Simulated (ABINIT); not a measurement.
# Sb (R-3m) in ABINIT: further runs

One crystal, Sb, is run at these levels: LDA; tasks: optical spectrum.

All numbers are computed with ABINIT 10.8.3 (patched build); they aren't measurements. Logs are shortened: lines on timing, memory, paths and dates and some standing lists are left out, and cuts for length are marked. The log counts tension as positive stress, the text compression.

### 1 The structure

It takes space group R-3m (No. 166, trigonal). Conventional cell: a = 4.308 Å, b = 4.308 Å, c = 11.274 Å, α = 90.00°, β = 90.00°, γ = 120.00°. Sb (site symmetry 3m) has 3 Sb at 2.91 Å as nearest neighbours.

### 2 Optical spectrum, LDA

File run.abi:

```
ndtset 3

pp_dirpath "./"
pseudos "Sb.upf"

acell 3*1.0
rprim
     4.0708480177     2.3503051989     7.1015907763
    -4.0708480177     2.3503051989     7.1015907763
     0.0000000000    -4.7006103977     7.1015907763
ntypat 1
znucl 51
natom 2
typat 1 1
xred
   0.7665100000   0.7665100000   0.7665100000
   0.2334900000   0.2334900000   0.2334900000

ecut 40.0

ngkpt 8 8 8
nshiftk 1
shiftk 0.0 0.0 0.0
istwfk *1

ixc 7

occopt 3
tsmear 0.05 eV

nstep 80

iomode 3
prteig 0
prtebands 0

nband1 19
tolvrs1 1.0e-12
prtden1 1
prtwf1 0
kptopt1 1

iscf2 -3
getden2 1
nband2 27
nbdbuf2 4
tolwfr2 1.0e-12
nstep2 120
prtden2 0
kptopt2 1

optdriver3 8
wfk_task3 "wfk_optics_fullbz"
getwfk3 2
nband3 23
kptopt3 1
prtevk3 1
inclvkb3 2
```

File optic.abi:

```
&FILES
 ddkfile_1 = 'runo_DS3_1_EVK.nc',
 ddkfile_2 = 'runo_DS3_2_EVK.nc',
 ddkfile_3 = 'runo_DS3_3_EVK.nc',
 wfkfile = 'runo_DS3_WFK.nc'
/
&PARAMETERS
 broadening = 0.001837,
 domega = 0.002,
 maxomega = 0.8,
 scissor = 0.000000,
 tolerance = 0.002
/
&COMPUTATIONS
 num_lin_comp = 2,
 lin_comp = 11,33,
 num_nonlin_comp = 0
/
```

Potentials or basis: PseudoDojo NC SR LDA v0.4.1 standard.

Command:

```bash
abinit run.abi > log 2>&1
optic optic.abi > optic.log 2>&1
```

run.abo:

```text
.Version 10.8.3 of ABINIT
 DATASET    1 : space group R-3 m (#166); Bravais hR (rhombohedral)
================================================================================
 Values of the parameters that define the memory need for DATASET  1.
     intxc =       0    ionmov =       0      iscf =       7    lmnmax =       6
     lnmax =       6     mgfft =      50  mpssoang =       3    mqgrid =    3001
     natom =       2  nloc_mem =       1    nspden =       1   nspinor =       1
    nsppol =       1      nsym =      12    n1xccc =    2501    ntypat =       1
    occopt =       3   xclevel =       1
       mpw =        4959          nfft =      125000          nkpt =          65
================================================================================
================================================================================
[... 13 lines left out ...]
 DATASET    3 : space group R-3 m (#166); Bravais hR (rhombohedral)
================================================================================
 Values of the parameters that define the memory need for DATASET  3.
     intxc =       0    ionmov =       0      iscf =       7    lmnmax =       6
     lnmax =       6     mgfft =      50  mpssoang =       3    mqgrid =    3001
     natom =       2  nloc_mem =       1    nspden =       1   nspinor =       1
    nsppol =       1      nsym =      12    n1xccc =    2501    ntypat =       1
    occopt =       3   xclevel =       1
       mpw =        4959          nfft =      125000          nkpt =          65
================================================================================
================================================================================

--------------------------------------------------------------------------------
------------- Echo of variables that govern the present computation ------------
--------------------------------------------------------------------------------
 -outvars: echo values of preprocessed input variables --------
            acell      1.0000000000E+00  1.0000000000E+00  1.0000000000E+00 Bohr
              amu      1.21753000E+02
             ecut      4.00000000E+01 Hartree
           getden1          0
           getden2          1
           getden3          0
           getwfk1          0
           getwfk2          0
           getwfk3          2
             iscf1          7
             iscf2         -3
             iscf3          7
                       outvar_i_n : Printing only first  50 k-points.
              ixc           7
           jdtset        1    2    3
                       outvar_i_n : Printing only first  50 k-points.
         kptrlatt        8    0    0      0    8    0      0    0    8
          kptrlen      6.51335683E+01
            natom           2
            nband1         19
            nband2         27
            nband3         23
           nbdbuf1          0
           nbdbuf2          4
           nbdbuf3          0
           ndtset           3
            ngfft          50      50      50
             nkpt          65
            nstep1         80
            nstep2        120
            nstep3         80
             nsym          12
           ntypat           1
                       prtocc : prtvol=0, do not print more k-points.
                       prtocc : prtvol=0, do not print more k-points.
                       prtocc : prtvol=0, do not print more k-points.
           occopt           3
        optdriver1          0
        optdriver2          0
        optdriver3          8
           prtden1          1
           prtden2          0
           prtden3          1
        prtebands           0
           prteig           0
           prtevk1          0
           prtevk2          0
           prtevk3          1
            prtwf1          0
            prtwf2          1
            prtwf3          1
            rprim      4.0708480177E+00  2.3503051989E+00  7.1015907763E+00
                      -4.0708480177E+00  2.3503051989E+00  7.1015907763E+00
                       0.0000000000E+00 -4.7006103977E+00  7.1015907763E+00
          spgroup         166
           tolvrs1     1.00000000E-12
           tolvrs2     0.00000000E+00
           tolvrs3     0.00000000E+00
           tolwfr1     0.00000000E+00
           tolwfr2     1.00000000E-12
           tolwfr3     0.00000000E+00
           tsmear      1.83746611E-03 Hartree
            typat      1  1
         wfk_task1          0
[... 213 lines left out ...]
tolerances: {tolwfr: 1.00E-12, }
...

     iter   Etot(hartree)      deltaE(h)  residm     vres2
 Non-SCF case, kpt    1 (  0.00000  0.00000  0.00000), residuals and eigenvalues=
  3.77E-13  4.58E-13  5.58E-13  2.12E-13  4.74E-13  6.25E-13  1.72E-13  3.59E-13
  3.03E-13  8.54E-13  5.17E-13  4.61E-13  2.08E-13  8.27E-13  8.34E-13  5.14E-13
  4.31E-13  6.08E-13  5.91E-13  9.35E-13  8.54E-13  7.64E-13  4.30E-13  4.63E-13
  8.23E-13  2.23E-07  7.56E-07
 -8.3361E-01 -8.3361E-01 -8.3027E-01 -8.3027E-01 -8.2944E-01 -8.2606E-01
 -8.2606E-01 -8.2590E-01 -8.2309E-01 -8.2309E-01 -2.2458E-01  6.1214E-02
  1.6910E-01  1.7910E-01  1.7910E-01  3.2130E-01  3.4332E-01  3.4332E-01
  4.3619E-01  4.3619E-01  4.4027E-01  4.9014E-01  5.0738E-01  5.0738E-01
  5.2536E-01  9.3908E-01  9.3908E-01
 prteigrs : prtvol=0 or 1, do not print more k-points.

--- !ResultsGS
iteration_state: {dtset: 2, }
comment   : Summary of ground state results
lattice_vectors:
- [  4.0708480,   2.3503052,   7.1015908, ]
- [ -4.0708480,   2.3503052,   7.1015908, ]
- [  0.0000000,  -4.7006104,   7.1015908, ]
lattice_lengths: [   8.51636,    8.51636,    8.51636, ]
lattice_angles: [ 57.110,  57.110,  57.110, ] # degrees, (23, 13, 12)
lattice_volume:   4.0767684E+02
convergence: {deltae:  0.000E+00, res2:  0.000E+00, residm:  9.978E-13, diffor:  0.000E+00, }
etotal    :  -1.81478013E+02
entropy   :   0.00000000E+00
fermie    :   2.46519296E-01
cartesian_stress_tensor: null
pressure_GPa: null
xred      :
- [  7.6651E-01,   7.6651E-01,   7.6651E-01, Sb]
- [  2.3349E-01,   2.3349E-01,   2.3349E-01, Sb]
cartesian_forces: null
force_length_stats: {min: null, max: null, mean: null, }
...

 Integrated electronic density in atomic spheres:
 ------------------------------------------------
 Atom  Sphere_radius  Integrated_density
    1        2.00000         11.22308936
    2        2.00000         11.22308936
================================================================================

 ----iterations are completed or convergence reached----

 Mean square residual over all n,k,spin=   54.334E-14; max=  99.781E-14
 reduced coordinates (array xred) for    2 atoms
       0.766510000000      0.766510000000      0.766510000000
       0.233490000000      0.233490000000      0.233490000000

 cartesian coordinates (angstrom) at end:
    1     -0.00000000000000     0.00000000004056     8.64163373408431
    2     -0.00000000000000     0.00000000001236     2.63236625819799
 length scales=  1.000000000000  1.000000000000  1.000000000000 bohr
              =  0.529177210544  0.529177210544  0.529177210544 angstroms
 Eigenvalues (hartree) for nkpt=  65  k points:
 kpt#   1, nband= 27, wtk=  0.00195, kpt=  0.0000  0.0000  0.0000 (reduced coord)
  -0.83361   -0.83361   -0.83027   -0.83027   -0.82944   -0.82606   -0.82606   -0.82590
  -0.82309   -0.82309   -0.22458    0.06121    0.16910    0.17910    0.17910    0.32130
   0.34332    0.34332    0.43619    0.43619    0.44027    0.49014    0.50738    0.50738
   0.52536    0.93908    0.93908
      occupation numbers for kpt#   1
   2.00000    2.00000    2.00000    2.00000    2.00000    2.00000    2.00000    2.00000
   2.00000    2.00000    2.00000    2.00000    2.00000    2.00000    2.00000    0.00000
   0.00000    0.00000    0.00000    0.00000    0.00000    0.00000    0.00000    0.00000
   0.00000    0.00000    0.00000
 prteigrs : prtvol=0 or 1, do not print more k-points.

--- !EnergyTerms
iteration_state     : {dtset: 2, }
comment             : Components of total free energy in Hartree
kinetic             :  1.06106951168761E+02
hartree             :  4.43013586597666E+01
xc                  : -4.47904841191137E+01
Ewald energy        : -1.07854485092747E+02
psp_core            :  3.90904043709927E+00
local_psp           : -1.44458683230003E+02
non_local_psp       : -3.86916092470325E+01
internal            : -1.81477911423269E+02
'-kT*entropy'       : -1.02153140254308E-04
total_energy        : -1.81478013576409E+02
...

--- !EnergyTermsDC
iteration_state     : {dtset: 2, }
comment             : '"Double-counting" decomposition of free energy'
band_energy         : -1.61457012675505E+01
Ewald energy        : -1.07854485092747E+02
psp_core            :  3.90904043709927E+00
xc_dc               : -6.13867654179420E+01
internal            : -1.81477911341141E+02
'-kT*entropy'       : -1.02153140254308E-04
total_energy_dc     : -1.81478013494281E+02
...

================================================================================
== DATASET  3 ==================================================================

--- !DatasetInfo
iteration_state: {dtset: 3, }
dimensions: {natom: 2, nkpt: 65, mband: 23, nsppol: 1, nspinor: 1, nspden: 1, mpw: 4959, }
cutoff_energies: {ecut:  40.0, pawecutdg:  -1.0, }
electrons: {nelect:   3.00000000E+01, charge:   0.00000000E+00, occopt:   3.00000000E+00, tsmear:   1.83746611E-03, }
meta: {optdriver: 8, wfk_task: 7, }
...

 mkfilename : getwfk/=0, take file _WFK from output of DATASET   2.

 Exchange-correlation functional for the present dataset will be:
  LDA: Perdew-Wang 92 LSD fit to Ceperley-Alder data - ixc=7
  J.P.Perdew and Y.Wang, PRB 45, 13244 (1992)

--------------------------------------------------------------------------------

 Computation of velocity matrix elements (DDK)

 Parameters extracted from the Abinit header:
    ecut:     40.0
    nkpt:    512
    mband:   27
    nsppol:  1
    nspinor: 1
    useylm:  0
    inclvkb: 2
    bmin: 1, bmax: 27
    Computing diagonal and off-diagonal matrix elements
    Between band index bmin: 1, bmax: 27

== END DATASET(S) ==============================================================
================================================================================

 -outvars: echo values of variables after computation  --------
            acell      1.0000000000E+00  1.0000000000E+00  1.0000000000E+00 Bohr
           etotal1    -1.8147801349E+02
           etotal2    -1.8147801349E+02
           etotal3     0.0000000000E+00
            fcart1     1.0268367789E-19  1.0740085324E-19 -4.8772734030E-04
                      -1.0268367789E-19 -1.0740085324E-19  4.8772734030E-04
            fcart3     0.0000000000E+00  0.0000000000E+00  0.0000000000E+00
                       0.0000000000E+00  0.0000000000E+00  0.0000000000E+00
            rprim      4.0708480177E+00  2.3503051989E+00  7.1015907763E+00
                      -4.0708480177E+00  2.3503051989E+00  7.1015907763E+00
                       0.0000000000E+00 -4.7006103977E+00  7.1015907763E+00
           strten1     3.6903235430E-05  3.6903235286E-05  5.3768720340E-05
                      -4.5178723334E-14  0.0000000000E+00  0.0000000000E+00
           strten3     0.0000000000E+00  0.0000000000E+00  0.0000000000E+00
                       0.0000000000E+00  0.0000000000E+00  0.0000000000E+00
           xangst     -5.4700571510E-17  4.0561651775E-11  8.6416337341E+00
                      -3.0093121900E-18  1.2355590372E-11  2.6323662582E+00
             xred      7.6651000000E-01  7.6651000000E-01  7.6651000000E-01
                       2.3349000000E-01  2.3349000000E-01  2.3349000000E-01
 Calculation completed.
```

Run time: 9 min. Hardware: 1 thread of Arm Neoverse V1, shared host; peak memory 1.1 GiB.

What came out:

* Free energy: -4938.2683 eV
* Pressure: -1.3 GPa
* Largest force: 0.025 eV/Å
* Band gap on the k mesh: none (metal or under the smearing width)

Forces on the atoms (eV/Å):
```
Sb   0.000  0.000 -0.025
Sb   0.000  0.000  0.025
```

Stress tensor (GPa, compression positive):
```
-1.09  0.00  0.00
 0.00 -1.09  0.00
 0.00  0.00 -1.58
```

Dielectric function (mean over the directions given):
```csv
energy (eV),real part,imaginary part
0.33,81.96,41.43
1.31,-16.91,90.79
2.29,-17.04,17.88
3.37,-9.47,5.99
4.35,-2.09,4.20
5.44,-3.59,7.37
6.42,-1.78,2.80
7.51,-2.85,2.24
8.49,-2.00,1.28
9.58,-1.83,1.28
10.56,-0.92,0.97
11.65,-0.65,0.61
12.63,-0.56,0.51
13.71,-0.34,0.35
14.69,-0.17,0.35
15.78,-0.01,0.23
16.76,0.11,0.07
17.85,0.23,0.07
18.83,0.33,0.03
19.92,0.43,0.02
```

Caveat: the intraband (Drude) term is left out; spectra need much finer meshes, so this one isn't converged; independent-particle spectra lack excitons. The run has no spin-orbit coupling, so splittings on Sb are missing.

[end of part 1 of 2]
